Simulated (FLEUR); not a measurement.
**Sb: band structure with LDA**

Sb:

```
CELL_PARAMETERS angstrom
-1.87134 1.87134 1.87134
1.87134 -1.87134 1.87134
1.87134 1.87134 -1.87134
ATOMIC_POSITIONS crystal
Sb 0.00000 0.00000 0.00000
```

This isn't the form of Sb at room conditions, which is rhombohedral.

| Item | Value |
| --- | --- |
| Program | FLEUR MaX-R8.1 (later development tree) |
| Task | band structure |
| Functional | LDA |
| Potentials or basis | all-electron |
| Basis | FLAPW |
| Kmax | 4.1 1/bohr |
| k mesh | 10 × 10 × 10 |
| Occupations | fermi-dirac, width 0.05 eV |
| Spin | no spin polarisation |
| Gmax | 12.7 1/bohr |
| Muffin-tin radii | Sb 2.66 bohr |
| lmax | Sb 10 |
| lnonsphr | Sb 10 |
| Local orbitals a species | Sb 6 |
| Max iterations | 60 |
| Mixing factor | 0.05 |
| Mixer | Anderson |
| Mixer history | 15 |
| Density convergence | 1e-05 me/bohr^3 |

* Band gap along the path: none (metal or under the smearing width)
* Valence electrons inside the program's atomic spheres: Sb 19.08 (radii Sb 2.66 bohr)

Levels at the corners of the path, in eV from the Fermi level:
```csv
point,band 7,band 8,band 9,band 10,band 11,band 12,band 13,band 14
Γ,-29.02,-29.02,-13.07,5.60,5.60,5.60,11.51,11.51
H,-28.98,-28.98,-5.63,-2.03,-2.03,-2.03,3.07,3.07
N,-29.02,-28.97,-8.92,-5.70,1.72,3.80,6.69,7.29
Γ,-29.02,-29.02,-13.07,5.60,5.60,5.60,11.51,11.51
P,-29.02,-29.02,-7.91,-2.81,-2.81,-2.81,16.13,16.13
H,-28.98,-28.98,-5.63,-2.03,-2.03,-2.03,3.07,3.07
P,-29.02,-29.02,-7.91,-2.81,-2.81,-2.81,16.13,16.13
N,-29.02,-28.97,-8.92,-5.70,1.72,3.80,6.69,7.29
```

Core levels (eV from the Fermi level):
```
atom                                                                                                                                           levels
1 Sb  1s1/2 -30246.3, 2s1/2 -4598.5, 2p1/2 -4304.1, 2p3/2 -4052.7, 3s1/2 -897.5, 3p1/2 -777.0, 3p3/2 -730.6, 4s1/2 -143.9, 3d3/2 -517.0, 3d5/2 -507.3
```

Run time: 26 s on 1 thread of AMD EPYC 7R43 64-Core Processor (Zen 3), with other jobs on the host, peak memory 0.05 GiB.

Caveat: spin-orbit coupling is left out, which moves the levels of the heavy elements.
